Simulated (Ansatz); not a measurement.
## What a trial cell of NaF relaxes into

Computed with Ansatz, DFT PBE, scalar-relativistic, plane waves, PAW. Cutoff 420 eV, Γ-centred k mesh, Gaussian smearing, no spin polarisation in the final step.

NaF was placed on the nickel arsenide structure type (P6_3/mmc, No. 194), with Na in place of Ni, F in place of As, at a guessed volume.

```
CELL_PARAMETERS angstrom
3.33580 0.00000 0.00000
-1.66790 2.88888 0.00000
0.00000 0.00000 4.76542
ATOMIC_POSITIONS crystal
Na 0.00000 0.00000 0.00000
Na 0.00000 0.00000 0.50000
F 0.33333 0.66667 0.25000
F 0.66667 0.33333 0.75000
```

Cell and atoms relax at zero pressure; the relaxation can't lower the symmetry of the start. After a coarse first stage the cell is made exact in the group found at 0.06 Å.

The zero of energy is the elements' standard structures at the same level (F₂ as a molecule); no fitted shifts are applied.

**Question.** What does it relax into?

**Answer.** It keeps P6_3/mmc (No. 194). The result has the nickel arsenide (Na on Ni sites) structure. Conventional cell: a = 3.254 Å, c = 5.692 Å. Na is coordinated by 6 F at 2.36 Å; F has 6 Na at 2.36 Å.

```cif
data_structure
_symmetry_space_group_name_H-M 'P6_3/mmc'
_symmetry_Int_Tables_number 194
_cell_length_a 3.2537
_cell_length_b 3.2537
_cell_length_c 5.6922
_cell_angle_alpha 90.000
_cell_angle_beta 90.000
_cell_angle_gamma 120.000
_cell_volume 52.19
loop_
_atom_site_label
_atom_site_type_symbol
_atom_site_symmetry_multiplicity
_atom_site_Wyckoff_symbol
_atom_site_fract_x
_atom_site_fract_y
_atom_site_fract_z
_atom_site_occupancy
Na1 Na 2 a 0.00000 0.00000 0.00000 1
F1 F 2 c 0.33333 0.66667 0.25000 1
```

**Question.** What are its volume, energy, density and gap?

**Answer.** The volume per atom is 13.05 Å³ and the density is 2.67 g/cm³. The energy over the elements is -2.667 eV/atom and the gap on the 12×12×4 mesh is 5.99 eV.

The final run used a 12×12×4 mesh on its 4-atom cell and 0.02 eV smearing. A structure relaxed within its symmetry needn't be a true minimum.

Cost: 3 runs of about 0.3 core-minutes in all, on Arm Neoverse V2 (shared hosts).